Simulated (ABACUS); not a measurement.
Runs of ABACUS 3.10.1 on Pt. The structure is cubic, space group Fm-3m (No. 225). The conventional cell has a = 3.922 Å, b = 3.922 Å, c = 3.922 Å, α = 90.00°, β = 90.00°, γ = 90.00°. Pt (site symmetry m-3m) has 12 Pt at 2.77 Å as nearest neighbours. 

| task | level | potentials or basis | cell | k mesh | cutoff (eV) | orbital files | optimiser | force threshold | max steps | cell moves | gap on the mesh (eV) | pressure (GPa) | relaxed volume (Å³/atom) |
| --- | --- | --- | --- | --- | --- | --- | --- | --- | --- | --- | --- | --- | --- |
| relaxation of cell and atoms | PBEsol | SG15 ONCV 1.2 PBE, DZP LCAO (the cutoffs set its grid) | relaxed | 11 × 11 × 11 | 1361 | Pt Pt_confined-atom_7au_3s2p2d1f.orb | ASE LBFGS | 0.01 eV/Å | 60 | yes | none | 0.0 | (a) |
| relaxation of cell and atoms | WC | Ansatz NC PBE, plane waves | relaxed | 10 × 10 × 10 | 1143 | - | ASE FIRE | 0.02 eV/Å | 60 | yes | none | 0.0 | 15.20 |
| single point | rPW86PBE | PseudoDojo NC SR 0.4.1 PBE standard, plane waves | as given | 10 × 10 × 10 | 1143 | - | - | - | - | - | none | 24.9 | - |
| single point | PBEsol | SG15 ONCV 1.2 PBE, DZP LCAO (the cutoffs set its grid) | as given | 11 × 11 × 11 | 1361 | Pt Pt_confined-atom_7au_3s2p2d1f.orb | - | - | - | - | none | 1.7 | - |

Alike in all rows: no spin polarisation; smearing fermi-dirac 0.05 eV.

Question: Fill in the values left out.

Answer: (a) 15.17.

Caveats: the potentials were made for another functional, which shifts forces and pressure; the atomic orbitals were generated for these runs and aren't a published set (some runs); the basis of atomic orbitals isn't converged, which shifts pressures, moduli and gaps (some runs); so large a pressure means that the cell lies far from this level's equilibrium, or that cutoff or potentials fall short (some runs).

A k mesh can miss the band edges, and the runs leave out spin-orbit coupling on Pt.

A gap of «none» marks a metal or a gap under the smearing width.

Runs at the PBE level aren't shown here.
